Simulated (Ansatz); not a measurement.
The cell is COD entry 9008768, as deposited and not checked against the literature; nothing was relaxed.

A run on YN: DFT, PBE, all-electron LAPW, scalar-relativistic (Ansatz 0.2.0). The input:

```yaml
crystal:
  lattice:
    - [0.0, 2.4385, 2.4385]
    - [2.4385, 0.0, 2.4385]
    - [2.4385, 2.4385, 0.0]
  atoms:
    - { symbol: "Y", position: [0.0, 0.0, 0.0] }
    - { symbol: "N", position: [0.5, 0.5, 0.5] }
kpoints:
  mp_grid: { grid: [9, 9, 9] }
scf:
  occupations: { method: fermi_dirac, width: 0.03 }
hamiltonian:
  xc: pbe
  pseudopotentials:
    kind: all_electron
    lapw: { basis_error: 0.0005, muffin_tin_radii: { "Y": 1.366, "N": 1.366 } }
output:
  forces: true
  stress: true
  eigenvalues: true
```

Task: Did this run give a result to trust?

Result: No. The input was rejected before any iteration. The typed spheres overlap: twice 1.366 Å exceeds the shortest distance, 2.438 Å; smaller radii, or none typed, cure it. It says:
```
Error: `kind: all_electron` solves this crystal on LAPW (the input types lapw, or this build lists no dataset of some species for it), and no LAPW basis is found for it: the given muffin-tin radii of N and Y, or the smallest supported ones, add up to 2.732 Å, and 2.438 Å are free between these atoms; give smaller radii, or leave one out; where each species has a listed dataset, leave lapw and dirac_shells out and run without spin–orbit coupling, or set another kind (and leave the keys of all_electron out)
```
 The same cell converged in the base run, which differs by not having this change: all sphere radii typed as 1.366 A.
